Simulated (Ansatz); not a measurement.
# ZnO

**The experiment.** The Crystallography Open Database holds a measured cell of hexagonal ZnO (space group P6_3mc) at 298 K (2014, doi:10.1107/S1600576714003379): a, c = 3.249, 5.206 Å, 11.90 Å³/atom.

Level of theory: DFT, PBEsol, scalar-relativistic, no spin polarisation; plane waves to 420 eV with PAW datasets (Ansatz 0.2.0), 12×12×6 k-mesh, Gaussian smearing of 0.05 eV. The datasets are Ansatz's generated set soft_2.

```cif
data_structure
_symmetry_space_group_name_H-M 'P6_3mc'
_symmetry_Int_Tables_number 186
_cell_length_a 3.2300
_cell_length_b 3.2300
_cell_length_c 5.2144
_cell_angle_alpha 90.000
_cell_angle_beta 90.000
_cell_angle_gamma 120.000
_cell_volume 47.11
loop_
_atom_site_label
_atom_site_type_symbol
_atom_site_symmetry_multiplicity
_atom_site_Wyckoff_symbol
_atom_site_fract_x
_atom_site_fract_y
_atom_site_fract_z
_atom_site_occupancy
Zn1 Zn 2 b 0.33333 0.66667 0.00159 1
O1 O 2 b 0.33333 0.66667 0.38051 1
```

The chain of runs began from a measured cell (COD), expanded in volume.

The cell above was scaled in volume, and shape and atoms were relaxed at each volume within its symmetry. Energies are counted from the cell above.

The cell is relaxed to zero pressure at this level.

| V (Å³/atom) | ΔE (meV/atom) | P from the stress (GPa) |
| --- | --- | --- |
| 11.307 | 9.17 | 6.47 |
| 11.543 | 2.21 | 3.05 |
| 11.778 | 0.00 | -0.01 |
| 12.014 | 2.08 | -2.75 |
| 12.249 | 7.93 | -5.21 |

Q: Do the energies and the pressures agree? Compare −ΔE/ΔV between neighbouring points (1 meV/Å³ = 0.1602 GPa) with the mean of their pressures.

A: 
```json
{"interval (Å³/atom)": "11.31 to 11.54", "−ΔE/ΔV (GPa)": "4.7", "mean P (GPa)": "4.8"}
{"interval (Å³/atom)": "11.54 to 11.78", "−ΔE/ΔV (GPa)": "1.5", "mean P (GPa)": "1.5"}
{"interval (Å³/atom)": "11.78 to 12.01", "−ΔE/ΔV (GPa)": "-1.4", "mean P (GPa)": "-1.4"}
{"interval (Å³/atom)": "12.01 to 12.25", "−ΔE/ΔV (GPa)": "-4.0", "mean P (GPa)": "-4.0"}
```
They differ by 0.04 GPa at most.

Q: What do the two routes give for V0, B0 and B0′?

A: A third-order Birch–Murnaghan fit of the energies: V0 = 11.78 Å³/atom, B0 = 145 GPa, B0′ = 4.8. A polynomial of P in ln V, with B = −dP/d ln V at P = 0: V0 = 11.78 Å³/atom, B0 = 145 GPa, B0′ = 4.5.

B0·V0 = 144.7 GPa × 11.78 Å³ = 10.63 eV/atom sets the scale: near the minimum ΔE ≈ ½ B0 V0 x², with x = V/V0 − 1, and a pressure of 1.4 GPa squeezes the volume by about 1 %. At the ends of the curve: x = −4.0 % predicts 8.5 meV/atom and the run gives 9.2; x = +4.0 % predicts 8.5 meV/atom and the run gives 7.9. The curve is steeper than the parabola on the compressed side and flatter on the expanded side: the bulk modulus rises with pressure.

**Comparison.** The computed cell (3.230, 5.214 Å, 11.78 Å³/atom) differs from the database's by −1.0 % in volume, about −0.3 % in length. PBEsol was built to cure PBE's overestimate of volumes, and the static lattice lacks thermal expansion.

